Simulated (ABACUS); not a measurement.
The system is HfO2.

```
CELL_PARAMETERS angstrom
3.55802 0.00000 0.00000
0.00000 3.55802 0.00000
0.00000 0.00000 5.17186
ATOMIC_POSITIONS crystal
Hf 0.00000 0.00000 0.00000
Hf 0.50000 0.50000 0.50000
O 0.00000 0.50000 0.19721
O 0.50000 0.00000 0.30279
O 0.50000 0.00000 0.80279
O 0.00000 0.50000 0.69721
```

Measurements of this composition are mostly on another form, of space group No. 14.

- Program: ABACUS 3.10.1
- Task: single point
- Functional: PBEsol
- Potentials or basis: PseudoDojo NC SR 0.4.1 PBEsol standard
- Cutoff: 1143 eV
- Density cutoff: 4572 eV
- Basis: plane waves
- k mesh: 8 × 8 × 5
- Occupations: fermi-dirac, width 0.05 eV
- Spin: no spin polarisation

On this cell: pressure -1.4 GPa; largest force under 0.003 eV/Å; band gap on the k mesh 4.69 eV, indirect (least direct gap 4.76 eV).

The same run follows on a disturbed copy (atoms moved at random, drawn with an rms of 0.05 Å):

```
CELL_PARAMETERS angstrom
3.55802 0.00000 0.00000
0.00000 3.55802 0.00000
0.00000 0.00000 5.17186
ATOMIC_POSITIONS crystal
Hf 0.00208 0.01029 0.01088
Hf 0.51311 0.50310 0.49438
O 0.98779 0.50715 0.19614
O 0.50208 0.99534 0.29651
O 0.49375 0.00212 0.81003
O 0.99675 0.49559 0.69163
```

Problem. What changes?

Solution. The energy moves by +18.2 meV/atom; pressure 0.0 GPa; largest force 1.522 eV/Å; band gap on the k mesh 4.48 eV, indirect (least direct gap 4.56 eV).

Forces on the atoms (eV/Å):
```
Hf  -0.297 -0.104 -1.489
Hf  -0.482 -0.274  1.027
O    0.192 -0.205  0.315
O   -0.261  0.632  0.487
O    0.405 -0.095 -0.352
O    0.443  0.046  0.012
```

Stress tensor (GPa, compression positive):
```
-2.35 -0.17  0.47
-0.17  2.20 -0.17
 0.47 -0.17  0.07
```

Caveats: there are fewer bands than atomic start orbitals, so a level may be missed at k points of high symmetry; spin-orbit coupling is left out, which moves the levels of the heavy elements; an odd mesh through Γ misses points on the zone boundary, where band edges often lie.
